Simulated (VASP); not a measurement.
## SiGe: single point with PBEsol

Crystal: SiGe.

```
Si Ge
1.0
     1.96272    1.13318    6.41060
    -1.96272    1.13318    6.41060
     0.00000   -2.26635    6.41060
Si Ge
2 2
Direct
  0.18612 0.18612 0.18612
  0.81388 0.81388 0.81388
  0.68898 0.68898 0.68898
  0.31102 0.31102 0.31102
```

The cell was built by a generator and needn't be a form met in nature.

| Item | Value |
| --- | --- |
| Program | VASP 6.6.1 |
| Task | single point |
| Functional | PBEsol |
| Potentials or basis | VASP PAW PBE potentials, release 64 (Si, Ge_d) |
| Cutoff | 520 eV |
| k mesh | 6 × 6 × 6 |
| Occupations | gaussian, width 0.01 eV |
| Spin | no spin polarisation |

| Item | Value |
| --- | --- |
| Pressure | -0.2 GPa |
| Largest force | 0.023 eV/Å |
| Band gap on the k mesh | 0.45 eV, direct |

Forces in eV/Å, atoms in the order of the input:
```
Si   0.000  0.000 -0.023
Si   0.000  0.000  0.023
Ge   0.000  0.000  0.011
Ge   0.000  0.000 -0.011
```

Stress tensor (GPa, compression positive):
```
-0.13  0.00  0.00
 0.00 -0.13  0.00
 0.00  0.00 -0.37
```

Levels at points of the mesh, in eV from the valence-band top:
| k point | band 14 | band 15 | band 16 | band 17 | band 18 | band 19 | band 20 | band 21 | band 22 | band 23 |
| --- | --- | --- | --- | --- | --- | --- | --- | --- | --- | --- |
| (0.00, 0.00, 0.00) | -1.50 | -1.50 | -0.11 | 0.00 | 0.00 | 0.45 | 1.64 | 2.28 | 2.28 | 2.55 |
| (0.50, 0.00, 0.00) | -6.83 | -3.84 | -3.71 | -2.61 | -2.23 | 0.93 | 1.69 | 4.04 | 4.48 | 5.25 |
| (0.50, 0.50, 0.00) | -7.34 | -3.11 | -3.08 | -1.42 | -1.37 | 0.47 | 0.53 | 0.68 | 3.36 | 3.51 |
| (0.50, 0.50, 0.50) | -4.17 | -1.24 | -1.24 | -0.62 | -0.62 | 1.17 | 1.26 | 2.99 | 2.99 | 3.87 |

Wall time 3.5 min on 1 thread of Intel(R) Xeon(R) Platinum 8559C (Emerald Rapids), on a shared host, peak memory 0.39 GiB.

Caveat: the PAW data sets were made with another functional, which shifts forces and pressure a little. A k mesh can miss the band edges.
